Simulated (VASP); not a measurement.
Write the native input for VASP 6.6.1 that does the following.

```yaml
Task: single point
Functional: PBEsol
Potentials_or_basis: VASP PAW PBE potentials, release 64 (Ti_sv, B)
Cutoff: 520 eV
k_mesh: 15 × 15 × 14
Occupations: gaussian, width 0.5 eV
Spin: no spin polarisation
Further_INCAR_settings: ALGO = Fast; EDIFF = 1e-07
```

The structure of TiB2 lies in POSCAR:

```
TiB2
1.0
    3.0188200000      0.0000000000      0.0000000000
   -1.5094100000      2.6143700000      0.0000000000
    0.0000000000      0.0000000000      3.1854700000
Ti B
1 2
Direct
    0.0000000000      1.0000000000      0.0000000000
    0.3333300000      0.6666700000      0.5000000000
    0.6666700000      0.3333300000      0.5000000000
```

The cell is a database's computed one.

One way to write it, as run:

INCAR

```
SYSTEM = TiB2
ALGO = Fast
EDIFF = 1E-7
ENCUT = 520
GGA = PS
ISIF = 2
ISMEAR = 0
LASPH = .True.
LCHARG = .False.
LREAL = .False.
LWAVE = .False.
NELM = 80
PREC = Accurate
SIGMA = 0.5
```

KPOINTS

```
k-points
0
Gamma
  15 15 14
  0 0 0
```

Potentials or basis: VASP PAW PBE potentials, release 64 (Ti_sv, B).

Command:

```sh
$ cat potpaw_PBE.64/Ti_sv/POTCAR potpaw_PBE.64/B/POTCAR > POTCAR
$ mpirun -np 1 vasp_std > vasp.out
```

Results of the run:

The pressure is 0.3 GPa and the band gap on the k mesh is none (metal or under the smearing width).

Caveat: the PAW data sets were made with another functional, which shifts forces and pressure a little.

Wall time 6.2 min on 1 thread of Intel(R) Xeon(R) Platinum 8488C (Sapphire Rapids), with other jobs on the host, peak memory 0.3 GiB.
